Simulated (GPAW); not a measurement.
# As (Pm-3m) in GPAW: equation of state with r2SCAN

Aim: the equation of state of As with r2SCAN.

Everything below comes from runs of GPAW 26.7.0. Logs are shortened: lines on timing, memory, paths and dates and some standing lists are left out, and cuts for length are marked. The log counts tension as positive stress, the text compression.

### 1 The structure

The structure is cubic, space group Pm-3m (No. 221). The conventional cell has a = 2.704 Å, b = 2.704 Å, c = 2.704 Å, α = 90.00°, β = 90.00°, γ = 90.00°. Around As (site symmetry m-3m) lie 6 As at 2.70 Å.

This isn't the form of As at room conditions, which is rhombohedral.

### 2 Equation of state, r2SCAN

The input, run.py:

```python
from ase import Atoms
from ase.eos import EquationOfState
from ase.io import Trajectory
from ase.units import GPa
from gpaw import GPAW, PW

atoms = Atoms(['As'],
              cell=[[2.7036817444, 0.0, 0.0],
                    [0.0, 2.7036817444, 0.0],
                    [0.0, 0.0, 2.7036817444]],
              scaled_positions=[[0.5, 0.5, 0.5]],
              pbc=True)

traj = Trajectory('eos.traj', 'w')
volumes, energies = [], []
for x in [0.94, 0.96, 0.98, 1.0, 1.02, 1.04, 1.06]:
    a = atoms.copy()
    a.set_cell(atoms.cell * x**(1 / 3), scale_atoms=True)
    calc = GPAW(mode=PW(600),
                xc='MGGA_X_R2SCAN+MGGA_C_R2SCAN',
                kpts={'size': (10, 10, 10), 'gamma': True},
                occupations={'name': 'fermi-dirac', 'width': 0.05},
                nbands=9,
                convergence={'density': 1e-05, 'energy': 1e-05},
                maxiter=150,
                txt=f'eos-{x:.2f}.txt')
    a.calc = calc
    energies.append(a.get_potential_energy(force_consistent=True))
    volumes.append(a.get_volume())
    p = -a.get_stress()[:3].mean() / GPa
    calc.write(f'eos-{x:.2f}.gpw')
    traj.write(a)
    print(f'{x:.2f} {volumes[-1]:10.4f} A^3 {energies[-1]:14.6f} eV {p:9.3f} GPa', flush=True)

v0, e0, B = EquationOfState(volumes, energies, eos='birchmurnaghan').fit()
print(f'V0 = {v0:.4f} A^3, E0 = {e0:.6f} eV, B0 = {B / GPa:.2f} GPa')
```

Potentials or basis: GPAW PAW data sets (gpaw-data 1.2.1), pw.

Run with:

```sh
$ OMP_NUM_THREADS=1 python run.py
```

The program printed:

```text
__  _  _
 | _ |_)|_||  |
 |__||  | ||/\| - 26.7.0

Input parameters:
  mode=PW(ecut=600.0),
  convergence={'density': 1e-05, 'energy': 1e-05},
  kpts=MonkhorstPack(size=(10, 10, 10), gamma=True),
  maxiter=150,
  nbands=9,
  occupations=Occupations(name='fermi-dirac', width=0.05),
  xc=XC(name='MGGA_X_R2SCAN+MGGA_C_R2SCAN')

Diagonalizing LCAO Hamiltonian
Converting LCAO to pw mode
   .------.
  /|      |
 * |      |
 | .-As---.
 |/      /
 *------*

Atoms  # Å, Bohr magnetons
|   | symbol |        x |        y |        z |    initial magnetic moments |
|---|--------|----------|----------|----------|-----------------------------|
| 0 |     As | 1.324245 | 1.324245 | 1.324245 | ( 0.0000,  0.0000,  0.0000) |

Unit cell  # Å
| periodic |        x |        y |        z |  lengths |    angles |
|----------|----------|----------|----------|----------|-----------|
|      yes | 2.648489 | 0.000000 | 0.000000 | 2.648489 | 90.000000 |
|      yes | 0.000000 | 2.648489 | 0.000000 | 2.648489 | 90.000000 |
|      yes | 0.000000 | 0.000000 | 2.648489 | 2.648489 | 90.000000 |

Number of symmetries: 48
Symmetry operations  # r_c * U_cc + t_c -> r_c
|    | kind |            matrix            |
|----|------|------------------------------|
|  0 |  E   |  1, 0, 0,  0, 1, 0,  0, 0, 1 |
|  1 |  σ   |  1, 0, 0,  0, 1, 0,  0, 0,-1 |
|  2 |  σ   |  1, 0, 0,  0, 0, 1,  0, 1, 0 |
|  3 |  C4  |  1, 0, 0,  0, 0, 1,  0,-1, 0 |
|  4 |  C4  |  1, 0, 0,  0, 0,-1,  0, 1, 0 |
|  5 |  σ   |  1, 0, 0,  0, 0,-1,  0,-1, 0 |
|  6 |  σ   |  1, 0, 0,  0,-1, 0,  0, 0, 1 |
|  7 |  C2  |  1, 0, 0,  0,-1, 0,  0, 0,-1 |
|  8 |  σ   |  0, 1, 0,  1, 0, 0,  0, 0, 1 |
|  9 |  C2  |  0, 1, 0,  1, 0, 0,  0, 0,-1 |
| 10 |  C3  |  0, 1, 0,  0, 0, 1,  1, 0, 0 |
| 11 |  S6  |  0, 1, 0,  0, 0, 1, -1, 0, 0 |
| 12 |  S6  |  0, 1, 0,  0, 0,-1,  1, 0, 0 |
| 13 |  C3  |  0, 1, 0,  0, 0,-1, -1, 0, 0 |
| 14 |  C4  |  0, 1, 0, -1, 0, 0,  0, 0, 1 |
| 15 |  S4  |  0, 1, 0, -1, 0, 0,  0, 0,-1 |
| 16 |  C3  |  0, 0, 1,  1, 0, 0,  0, 1, 0 |
| 17 |  S6  |  0, 0, 1,  1, 0, 0,  0,-1, 0 |
| 18 |  σ   |  0, 0, 1,  0, 1, 0,  1, 0, 0 |
| 19 |  C4  |  0, 0, 1,  0, 1, 0, -1, 0, 0 |
| 20 |  C2  |  0, 0, 1,  0,-1, 0,  1, 0, 0 |
| 21 |  S4  |  0, 0, 1,  0,-1, 0, -1, 0, 0 |
| 22 |  S6  |  0, 0, 1, -1, 0, 0,  0, 1, 0 |
| 23 |  C3  |  0, 0, 1, -1, 0, 0,  0,-1, 0 |
| 24 |  S6  |  0, 0,-1,  1, 0, 0,  0, 1, 0 |
| 25 |  C3  |  0, 0,-1,  1, 0, 0,  0,-1, 0 |
| 26 |  C4  |  0, 0,-1,  0, 1, 0,  1, 0, 0 |
| 27 |  σ   |  0, 0,-1,  0, 1, 0, -1, 0, 0 |
| 28 |  S4  |  0, 0,-1,  0,-1, 0,  1, 0, 0 |
| 29 |  C2  |  0, 0,-1,  0,-1, 0, -1, 0, 0 |
| 30 |  C3  |  0, 0,-1, -1, 0, 0,  0, 1, 0 |
| 31 |  S6  |  0, 0,-1, -1, 0, 0,  0,-1, 0 |
| 32 |  C4  |  0,-1, 0,  1, 0, 0,  0, 0, 1 |
| 33 |  S4  |  0,-1, 0,  1, 0, 0,  0, 0,-1 |
| 34 |  S6  |  0,-1, 0,  0, 0, 1,  1, 0, 0 |
| 35 |  C3  |  0,-1, 0,  0, 0, 1, -1, 0, 0 |
| 36 |  C3  |  0,-1, 0,  0, 0,-1,  1, 0, 0 |
| 37 |  S6  |  0,-1, 0,  0, 0,-1, -1, 0, 0 |
| 38 |  σ   |  0,-1, 0, -1, 0, 0,  0, 0, 1 |
| 39 |  C2  |  0,-1, 0, -1, 0, 0,  0, 0,-1 |
| 40 |  σ   | -1, 0, 0,  0, 1, 0,  0, 0, 1 |
| 41 |  C2  | -1, 0, 0,  0, 1, 0,  0, 0,-1 |
| 42 |  C2  | -1, 0, 0,  0, 0, 1,  0, 1, 0 |
| 43 |  S4  | -1, 0, 0,  0, 0, 1,  0,-1, 0 |
| 44 |  S4  | -1, 0, 0,  0, 0,-1,  0, 1, 0 |
| 45 |  C2  | -1, 0, 0,  0, 0,-1,  0,-1, 0 |
| 46 |  C2  | -1, 0, 0,  0,-1, 0,  0, 0, 1 |
| 47 |  i   | -1, 0, 0,  0,-1, 0,  0, 0,-1 |

BZ-sampling:
  Number of BZ points: 1000
  Number of IBZ points: 56

  Monkhorst-Pack size: [10, 10, 10]
  Monkhorst-Pack shift: [0.05, 0.05, 0.05]

K-points  # in reciprocal-cell coordinates
|     |                                coordinates |     weight |
|-----|--------------------------------------------|------------|
|   0 | (  0.00000000,   0.00000000,   0.00000000) | 0.00100000 |
|   1 | (  0.10000000,   0.00000000,   0.00000000) | 0.00600000 |
|   2 | (  0.10000000,   0.10000000,   0.00000000) | 0.01200000 |
|   3 | (  0.10000000,   0.10000000,   0.10000000) | 0.00800000 |
|   4 | (  0.20000000,   0.00000000,   0.00000000) | 0.00600000 |
|   5 | (  0.20000000,   0.10000000,   0.00000000) | 0.02400000 |
|   6 | (  0.20000000,   0.10000000,   0.10000000) | 0.02400000 |
|   7 | (  0.20000000,   0.20000000,   0.00000000) | 0.01200000 |
|   8 | (  0.20000000,   0.20000000,   0.10000000) | 0.02400000 |
|   9 | (  0.20000000,   0.20000000,   0.20000000) | 0.00800000 |
| ... |                                            |            |
|  55 | (  0.50000000,   0.50000000,   0.50000000) | 0.00100000 |

Plane wave coefficients: 638
Cutoff: 600.0 eV

Spin-components: 1 (collinear spins)
Bands:           9
Projectors:      5
Spin-degeneracy: 2
Datatype:        complex128

Parallelization:
  kpt:    1
  domain: 1
  band:   1

Density:
  Valence electrons: 5.0
  Components: 1
  Grid points: [15 15 15]
  Charge: 0.0  # |e|

Potential:
  Grid points: [15 15 15]

species:
  As:
    name:    Arsenic
    Z:       33.0
    valence: 5
    core:    28
    charge:  0.0  # [|e|]
    compensation charges:
      type: gauss
      rc: 0.33  # [Å]
      lmax: 2
    cutoffs:
      filter: 1.87  # [Å]
      core: 2.96  # [Å]
    projectors
    | kind |    occ | energy [eV] | rcut [Å] |
    |------|--------|-------------|----------|
    |   4s |  2.000 |     -14.487 |    1.058 |
    |   4p |  3.000 |      -5.196 |    1.058 |
    |    s |        |      12.725 |    1.058 |
    |    p |        |      22.016 |    1.058 |
    |    d |        |       0.000 |    1.058 |

    Using partial waves for As as LCAO basis

Reference energy: -61502.973600  # eV

eigensolver:
  PPCG
  Converge bands: occupied
  niter=2

density mixing:
  MSR1-Mixer
  Pratt-step length: 0.05
  Maximum mixing coefficient: 0.75
  Old densities: 10
  SVD Regularization: 0.005
  Good broyden scale: 1.0
  Trust region scale: 1.0
  Backstep threshold: 4.0
  History deletion threshold: 6.0
  Fourier metric: weight=20.0, sigma=0.015

occupation numbers:
  Fermi-Dirac:
    width: 0.0500  # eV

poisson solver:
  ecut: 4800.0  # eV

xc functional:
  name: MGGA_X_R2SCAN+MGGA_C_R2SCAN with 2 nearest neighbor stencil

convergence criteria:
- Maximum integral of absolute [dens]ity change: 1e-05 electrons / valence electron
- Maximum [total energy] change in last 3 cyles: 1e-05 eV / valence electron
- Maximum integral of absolute [eigenst]ate change: 4e-08 eV^2 / valence electron
maximum number of iterations: 150

SCF iterations
|iter     | |      energy | eigst |  dens |
|---------|-|-------------|-------|-------|
|iter:   1| |  -13.758404 | -0.70 |       |
|iter:   2| |  -12.988368 | -1.83 | -1.33 |
|iter:   3| |-1307.117777 | +2.72 | -1.27 |
|iter:   4| |  -12.940146 | +1.16 | +1.02 |
|iter:   5| |  -13.012526 | -1.11 | -1.69 |
|iter:   6| |  -13.012890 | -4.07 | -2.17 |
|iter:   7| |  -13.012941 | -4.79 | -2.33 |
|iter:   8| |  -13.012945 | -6.71 | -3.24 |
|iter:   9| |  -13.012945c| -7.56c| -4.08 |
|iter:  10| |  -13.012945c| -7.75c| -4.37 |
|iter:  11| |  -13.012945c| -8.21c| -4.57 |
|iter:  12| |  -13.012945c| -8.45c| -4.84 |
|iter:  13| |  -13.012945c| -9.10c| -5.23c|

Converged in 13 steps
Energy contributions relative to reference atoms: (reference = -61502.973600)

Energy contributions:
  Kinetic:           9.378254
  Coulomb:          -8.065249
  Zero:             -0.123574
  External:          0.000000
  Xc:              -14.201646
  Entropy:          -0.001460
  Spinorbit:         0.000000
  ----------------------------
  Free energy:     -13.013675
  Extrapolated:    -13.012945

dipole moment: (-0.000003, -0.000003, -0.000003)  # |e|*Ang

Fermi level: 8.280
Eigenvalues  # (at kpt = [0.000, 0.000, 0.000])
| band index |      eig [eV] | occ [0-2] |
|------------|---------------|-----------|
|          0 |        -7.965 |     2.000 |
|          1 |        12.943 |     0.000 |
|          2 |        12.943 |     0.000 |
|          3 |        12.943 |     0.000 |
|          4 |        17.347 |     0.000 |
|          5 |        17.347 |     0.000 |
|          6 |        20.546 |     0.000 |
|          7 |        35.787 |     0.000 |
|          8 |        35.787 |     0.000 |

No gap
No difference between direct/indirect transitions

Stress tensor  # eV/Ang^3
|         x |         y |         z |
|-----------|-----------|-----------|
| -0.038460 |  0.000000 |  0.000000 |
|  0.000000 | -0.038460 |  0.000000 |
|  0.000000 |  0.000000 | -0.038460 |

# Writing to eos-0.94.gpw (mode='')
```

Run time: 1.9 min. Hardware: 1 thread of Arm Neoverse V1, shared host; peak memory 0.41 GiB.

What came out:

- Equilibrium volume: 19.70 Å³/atom (rough: see the caveat)
- Bulk modulus: 91 GPa (rough)

Energy against volume, from the lowest point:
```tsv
volume (Å³/atom)	energy (meV/atom)
18.578	20.25
18.973	8.07
19.368	1.55
19.764	0.00
20.159	2.89
20.554	9.63
20.949	19.85
```

Caveat: the points scatter about the fit; the PAW data sets were made with another functional, which shifts forces and pressure a little.
